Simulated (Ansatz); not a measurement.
The system is Sn.

```
Sn
1.0
    -1.72654    1.77555    2.33834
     1.72654   -1.77555    2.33834
     1.72654    1.77555   -2.33834
Sn
1
Direct
  0.00000 0.00000 0.00000
```

This isn't the form of Sn at room conditions, which is tetragonal (white tin).

```yaml
Program: Ansatz 0.2.0
Task: relaxation of cell and atoms
Functional: LDA
Potentials_or_basis: all-electron LAPW, scalar-relativistic
Basis_error_allowed: 0.001 eV/atom
k_mesh: 11 × 11 × 11
Occupations: fermi-dirac, width 0.05 eV
Spin: no spin polarisation
```

At the start: volume 28.67 Å³/atom.

Question: How do energy, volume and symmetry change on relaxing?

Answer: Over 6 steps the energy falls by 48.4 meV/atom and the volume is 25.90 Å³/atom (-9.7 %); space group I4/mmm (No. 139, to 0.05 Å).

The path:
| step | energy change (eV) | largest force (eV/Å) | volume (Å³) |
| --- | --- | --- | --- |
| 1 | 0.0000 | 0.0000 | 28.67 |
| 2 | -0.0475 | 0.0000 | 25.71 |
| 3 | -0.0482 | 0.0000 | 25.91 |
| 4 | -0.0483 | 0.0000 | 25.91 |
| 5 | -0.0484 | 0.0000 | 25.90 |
| 6 | -0.0484 | 0.0000 | 25.90 |

Final structure:
```yaml
crystal:
  lattice:
    - [-1.68384, 1.68380, 2.28419]
    - [1.68384, -1.68380, 2.28419]
    - [1.68384, 1.68380, -2.28419]
  atoms:
    - { symbol: Sn, position: [0.00000, 0.00000, 0.00000] }
```
